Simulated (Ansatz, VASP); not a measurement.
**Sb in VASP and in Ansatz**

The input INCAR:

```
PREC     = Accurate       # precision mode
ENCUT    = 520            # plane-wave cutoff, eV
EDIFF    = 1E-7           # SCF threshold, eV
ISMEAR   = -1             # smearing method
SIGMA    = 0.05           # smearing width, eV
LREAL    = F              # projectors in reciprocal space
LASPH    = T              # aspherical terms in the spheres
NELM     = 60             # most SCF steps
ALGO     = Normal         # electronic algorithm
ISIF     = 2              # what is computed and relaxed
LWAVE    = F              # write WAVECAR
LCHARG   = F              # write CHGCAR
GGA      = PE             # functional
NBANDS   = 12             # bands
```

File KPOINTS:

```
Automatic mesh
0
Gamma
  9 9 5
```

The input POSCAR:

```
Sb
1.0
    3.3767485125      0.0000000000      0.0000000000
   -1.6883742563      2.9243499940      0.0000000000
    0.0000000000      0.0000000000      5.5063879352
Sb
2
Direct
    0.6666666667      0.3333333333      0.7500000000
    0.3333333333      0.6666666667      0.2500000000
```

The input input.yaml:

```yaml
crystal:
  lattice:
    - [3.3767485125, 0.0, 0.0]
    - [-1.6883742563, 2.924349994, 0.0]
    - [0.0, 0.0, 5.5063879352]
  atoms:
    - { symbol: Sb, position: [0.6666666667, 0.3333333333, 0.75] }
    - { symbol: Sb, position: [0.3333333333, 0.6666666667, 0.25] }
hamiltonian:
  xc: pbe
  pseudopotentials: { kind: paw }
kpoints:
  mp_grid: { grid: [9, 9, 5] }
scf:
  occupations: { method: fermi_dirac, width: 0.05 }
output:
  forces: true
  stress: true
  eigenvalues: true
```

Change from the starting cell: volume scaled by 1.02.

Alike in both runs: task single point; functional PBE; k mesh 9 × 9 × 5; occupations fermi-dirac, width 0.05 eV; no spin polarisation.

|  | VASP | Ansatz |
| --- | --- | --- |
| version | VASP 6.6.1 | Ansatz 0.2.0 |
| potentials or method | VASP PAW PBE potentials, release 64 (Sb) | Ansatz PAW |
| plane-wave cutoff (eV) | 520 | 420 |
| valence electrons in the cell | 10 | 30 |

|  | VASP | Ansatz | Ansatz less VASP |
| --- | --- | --- | --- |
| gap on the k mesh at the Fermi level (eV) | none | none | - |
| pressure (GPa) | 0.1 | 0.3 | +0.14 |
| largest component of the traceless stress (GPa) | 0.24 | 0.24 | 0.000 |

A gap of «none» marks a metal or a gap that the smearing closes. With one functional, cell and mesh, what is left measures potentials, basis and numerics. The two sets of potentials don't hold the same shells in valence.

The runs have no spin-orbit coupling, so splittings on Sb are missing.
